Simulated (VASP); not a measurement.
Set up this calculation in VASP 6.6.1, as the native input.

```yaml
Task: relaxation of cell and atoms
Functional: PBE
Potentials_or_basis: VASP PAW PBE potentials, release 64 (K_sv, F)
Cutoff: 600 eV
k_mesh: 8 × 8 × 8
Occupations: gaussian, width 0.02 eV
Spin: no spin polarisation
Dipole_correction: no
Further_INCAR_settings: ALGO = Normal; EDIFF = 1e-06; IBRION = 2; EDIFFG = -0.005; NSW = 100; ISIF = 3
```

The structure of KF lies in POSCAR:

```
KF
1.0
    0.0000000000      2.6544134050      2.6544134050
    2.6544134050      0.0000000000      2.6544134050
    2.6544134050      2.6544134050      0.0000000000
K F
1 1
Direct
    0.0000000000      0.0000000000      0.0000000000
    0.5000000000      0.5000000000      0.5000000000
```

The cell is a database's computed one.

One way to write it, as run:

INCAR

```
SYSTEM = KF
ALGO = Normal
EDIFF = 1E-6
EDIFFG = -0.005
ENCUT = 600
GGA = PE
IBRION = 2
ISIF = 3
ISMEAR = 0
LASPH = .TRUE.
LCHARG = .FALSE.
LREAL = .FALSE.
LWAVE = .FALSE.
NELM = 100
NSW = 100
PREC = Accurate
SIGMA = 0.02
```

KPOINTS

```
k-points
0
G
  8 8 8
  0 0 0
```

Potentials or basis: VASP PAW PBE potentials, release 64 (K_sv, F).

Command:

```sh
$ cat potpaw_PBE.64/K_sv/POTCAR potpaw_PBE.64/F/POTCAR > POTCAR
$ mpirun -np 1 vasp_std > vasp.out
```

Results of the run:

```yaml
Relaxed_volume: 19.93 Å³/atom
Relaxed_cell: a = 3.834 Å, b = 3.834 Å, c = 3.834 Å, α = 60.00°, β = 60.00°, γ = 60.00°
Space_group_after_relaxing_to_0.05_Å: Fm-3m (No. 225)
Energy_gained_by_relaxing: 7.6 meV/atom
Ionic_steps: 4
Pressure_after_relaxing: 0.0 GPa
Band_gap_on_the_k_mesh: 5.94 eV, direct
```

Run time: 22 s on 1 thread of Intel(R) Xeon(R) 6975P-C (Granite Rapids), on a shared host, peak memory 0.18 GiB.
